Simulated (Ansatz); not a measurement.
SnSe (I4/mmm) from a database structure (r2SCAN+rVV10 geometry), in Ansatz:

```cif
data_structure
_symmetry_space_group_name_H-M 'I4/mmm'
_symmetry_Int_Tables_number 139
_cell_length_a 4.2193
_cell_length_b 4.2193
_cell_length_c 5.9930
_cell_angle_alpha 90.000
_cell_angle_beta 90.000
_cell_angle_gamma 90.000
_cell_volume 106.69
loop_
_atom_site_label
_atom_site_type_symbol
_atom_site_symmetry_multiplicity
_atom_site_Wyckoff_symbol
_atom_site_fract_x
_atom_site_fract_y
_atom_site_fract_z
_atom_site_occupancy
Sn1 Sn 2 a 0.50000 0.50000 0.50000 1
Se1 Se 2 b 0.00000 0.00000 0.50000 1
```

G0W0@r2SCAN with 737 empty bands, a screening cutoff of 210 eV and a 4×4×2 mesh (PAW, contour deformation) gives 0.544 eV over the mesh points, from an r2SCAN gap of 0.556 eV; it sums over 767 bands with 699 plane waves in the screening and a wave cutoff of 500 eV. G0W0 here is at a finite number of bands, screening cutoff and k mesh, not at the basis limit. Spin-unpolarised throughout; all numbers are computed.

Question: Estimate the gap with starting point HSE06, empty bands 401, screening cutoff 140 eV.

Answer: 0.594 eV (+0.050 eV), from a Kohn-Sham gap of 0.561 eV.

Question: Estimate the gap with empty bands 401, screening cutoff 140 eV.

Answer: 0.612 eV (+0.068 eV), from a Kohn-Sham gap of 0.556 eV.

No spin-orbit coupling is included; it can move band edges with weight on the heavy atoms by tenths of an eV.

The program warns that the k mesh is coarse for exact exchange in some of these runs, so their gaps aren't converged.
